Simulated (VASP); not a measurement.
# BaTiO₃: optical spectrum of independent particles, by functional and spin-orbit coupling

BaTiO₃, Pm-3m (no. 221), 5 atoms in the cell.

| Functional | Spin-orbit coupling | ε at zero frequency, electronic | Mean energy of the absorption, weighted by Im ε (eV) | Refractive index at 1064 nm | Direct gap on the mesh (eV) | Time (s) |
|---|---|---|---|---|---|---|
| PBE | no | 6.80 | 9.82 | 2.69 | 1.89 | 29 |
| LDA | no | 7.02 | 9.74 | 2.75 | 1.80 | 26 |
| PBEsol | no | 6.93 | 9.77 | 2.72 | 1.84 | 26 |
| r2SCAN | no | 5.96 | 10.11 | 2.50 | 2.29 | 135 |
| TPSS | no | 6.60 | 9.90 | 2.65 | 1.98 | 160 |
| PBE | yes | 6.81 | 9.72 | 2.70 | 1.83 | 125 |

Limits: rows 1, 2, 3, 4, 5: spin-orbit coupling is left out, which can matter with atoms this heavy; the pull between electron and hole is left out; the onset follows the functional's gap, which semilocal functionals usually make too small.

## Input of the first row

INCAR:
```
SYSTEM = BaTiO3
  PREC = Accurate
  ENCUT = 460
  ISMEAR = 0
  SIGMA = 0.02
  EDIFF = 1E-7
  LASPH = .TRUE.
  KPAR = 4
  LWAVE = .TRUE.
  LCHARG = .FALSE.
  LOPTICS = .TRUE.
  ALGO = Normal
  NBANDS = 48
  NEDOS = 2000
  CSHIFT = 0.1
  GGA = PE
```

KPOINTS:
```
k-points
0
Gamma
  8 8 8
```

POSCAR:
```
BaTiO3
1.0
    4.0060000000      0.0000000000      0.0000000000
    0.0000000000      4.0060000000      0.0000000000
    0.0000000000      0.0000000000      4.0060000000
Ba Ti O
1 1 3
Direct
    0.5000000000      0.5000000000      0.5000000000
    0.0000000000      0.0000000000      0.0000000000
    0.0000000000      0.0000000000      0.5000000000
    0.0000000000      0.5000000000      0.0000000000
    0.5000000000      0.0000000000      0.0000000000
```

Commands:
```
cat potpaw_PBE.64/Ba_sv/POTCAR potpaw_PBE.64/Ti_sv/POTCAR potpaw_PBE.64/O/POTCAR > POTCAR
mpirun -np 4 vasp_std > vasp.out
```

Changes of the last row against the first:
```
- NBANDS = 48
+ NBANDS = 96
+ LSORBIT = True
+ MAGMOM = 15*0
+ GGA_COMPAT = False
- vasp_std
+ vasp_ncl
```

VASP 6.6.1 took 29 s on 4 cores (AMD EPYC 9R45 (Zen 5)), a shared host.
